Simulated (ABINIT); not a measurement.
Input of an ABINIT 10.8.3 (patched build) run:

Contents of run.abi:

```
pp_dirpath "./"
pseudos "Hf.upf"

acell 5.9079484967 5.9079484967 5.9079484967
rprim
    -0.5773502692     0.5773502692     0.5773502692
     0.5773502692    -0.5773502692     0.5773502692
     0.5773502692     0.5773502692    -0.5773502692
ntypat 1
znucl 72
natom 1
typat 1
chkprim 0
chksymtnons 0
tolsym 1.0e-6
xred
            0.0            0.0            0.0

ecut 29.0
ecutsm 0.5

kptopt 1
ngkpt 8 8 8
nshiftk 1
shiftk 0.0 0.0 0.0

ixc 7

nband 10
occopt 3
tsmear 0.00183747

nstep 80
tolvrs 1.0e-12

iomode 3
prteig 0
prtebands 0
prtwf 0
prtden 0

ionmov 2
optcell 2
ntime 50
tolmxf 2.0e-5
dilatmx 1.08
```

Potentials or basis: PseudoDojo NC SR LDA v0.4.1 standard.

Command:

```sh
$ mpirun --bind-to none -np 4 abinit run.abi > log 2>&1
```

What does it give for the relaxed volume?

20.25 Å³/atom.

Estimate the band gap on the k mesh.

none (metal or under the smearing width).

Final structure:
```cif
data_structure
_symmetry_space_group_name_H-M 'P 1'
_symmetry_Int_Tables_number 1
_cell_length_a 2.9739
_cell_length_b 2.9739
_cell_length_c 2.9739
_cell_angle_alpha 109.471
_cell_angle_beta 109.471
_cell_angle_gamma 109.471
_cell_volume 20.25
loop_
_atom_site_label
_atom_site_type_symbol
_atom_site_fract_x
_atom_site_fract_y
_atom_site_fract_z
_atom_site_occupancy
Hf1 Hf 0.00000 0.00000 0.00000 1
```

Caveat: the volume moved by -14 % from the deposited cell, more than functionals usually miss. LDA usually gives volumes a few per cent too small.
